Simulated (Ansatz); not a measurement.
Runs of Ansatz 0.2.0 on AlFe. It takes space group Pm-3m (No. 221, cubic). The conventional cell has a = 2.910 Å, b = 2.910 Å, c = 2.910 Å, α = 90.00°, β = 90.00°, γ = 90.00°. Fe (site symmetry m-3m) is surrounded by 8 Al at 2.52 Å. Al (site symmetry m-3m) is surrounded by 8 Fe at 2.52 Å. 

```csv
task,level,cell,k mesh,points for each segment of the path,mesh quality,gap on the mesh (eV),moment (μB),relaxed volume (Å³/atom)
single point,PBE,as given,9 × 9 × 9,-,not flagged,none,0.66,-
band structure,HSEsol,as given,5 × 5 × 5,4,coarse,none,0.94,-
single point,HF,as given,5 × 5 × 5,-,coarse,none,(a),-
relaxation of cell and atoms,PBEsol0,relaxed,5 × 5 × 5,-,coarse,none,(b),11.23
relaxation of cell and atoms,HSE03,relaxed,5 × 5 × 5,-,coarse,none,0.88,11.50
single point,B3LYP,as given,5 × 5 × 5,-,coarse,none,0.87,-
```

Alike in all rows: potentials or basis Ansatz PAW; spin collinear, ferromagnetic start; cutoff (eV) 420; smearing fermi-dirac 0.05 eV.

Question: Fill in the values left out.

Answer: (a) 2.44; (b) 0.97.

Caveats: some runs use coarse meshes; the magnetic or orbital state may not be the lowest (some runs); the PAW data sets come from PBE, with cores solved anew for the run's functional, which leaves a small shift of forces and pressure (some runs); the potentials were made for another functional, which shifts forces and pressure (some runs); the plane-wave basis is chosen anew once the cell has moved, so the energies of steps on either side of that aren't comparable (some runs).

A k mesh can miss the band edges.

A gap of «none» marks a metal or a gap under the smearing width.

Not every run made on this cell is shown here.
